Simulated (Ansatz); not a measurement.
## Varying the input for Mg

The reference input for Ansatz (plane-wave DFT with PAW):

```yaml
crystal:
  lattice:
    - [3.0502998005, 0.0, 0.0]
    - [-1.5251499003, 2.6416371164, 0.0]
    - [0.0, 0.0, 3.04483757]
  atoms:
    - { symbol: Mg, position: [0.0, 0.0, 0.0] }
basis:
  ecutwfc: 420
kpoints:
  mp_grid: { grid: [9, 9, 8] }
hamiltonian:
  xc: pbe
scf:
  occupations: { method: gaussian, width: 0.1 }
output:
  forces: true
  stress: true
  eigenvalues: true
```

Command:

```bash
ansatz run input.yaml --threads 1 --pin off --max-ram 1331MiB --backend cpu --events-out ev --progress --plain --runs-dir out
```

The run converges in 6 SCF iterations on 60 irreducible k-points: pressure 1.27 GPa, no gap.

Settings here are deliberately varied, not converged. Each trial's input is given as a difference from the reference's; energies are extrapolated to zero smearing where there is one, and pressure is positive in compression.

Trial 1:

```diff
 basis:
-  ecutwfc: 420
+  ecutwfc: 380
+  ecutrho_ratio: 2
 scf:
+  max_iter: 90
```

The run converges in 6 SCF iterations on 60 irreducible k-points: energy 0.04 meV per atom above the reference, pressure 1.28 GPa, no gap. It warns that the cutoff lies under the recommended one, 420 eV for these potentials.

Trial 2:

```diff
 crystal:
   atoms:
-    - { symbol: Mg, position: [0.0, 0.0, 0.0] }
+    - { symbol: Mg, position: [0.0, 0.0, 0.0], spin: 4.0 }
 kpoints:
-  mp_grid: { grid: [9, 9, 8] }
+  mp_grid: { grid: [3, 3, 4] }
+  band_path: { path: [VBM, CBM], npoints: 5 }
 hamiltonian:
-  xc: pbe
+  xc: pw92
 scf:
-  occupations: { method: gaussian, width: 0.1 }
+  occupations: { method: cold, width: 0.0072 }
+  lower_state_search: "off"
+  n_extra_bands: 3
 output:
+  populations: true
+magnetization:
+  spin_polarized: true
```

The run converges in 13 SCF iterations on 9 irreducible k-points: pressure -0.56 GPa, no gap, cell moment 0.17 μB (the reference has none, and so few k-points can make one). It warns that the bands leave little room for a larger moment; that the starting moments were lost; that the state wasn't tested for a lower one.

Trial 3:

```diff
 kpoints:
-  mp_grid: { grid: [9, 9, 8] }
+  mp_grid: { grid: [6, 6, 4] }
 hamiltonian:
-  xc: pbe
+  xc: rpbe
 scf:
+  n_extra_bands: 12
```

The run converges in 6 SCF iterations on 21 irreducible k-points: pressure 2.11 GPa, no gap.

Trial 4:

```diff
 kpoints:
-  mp_grid: { grid: [9, 9, 8] }
+  mp_grid: { kspacing: 0.48 }
 hamiltonian:
+  dispersion: d3bj
 output:
-  stress: true
+  stress: false
```

The run converges in 6 SCF iterations on 15 irreducible k-points: no gap.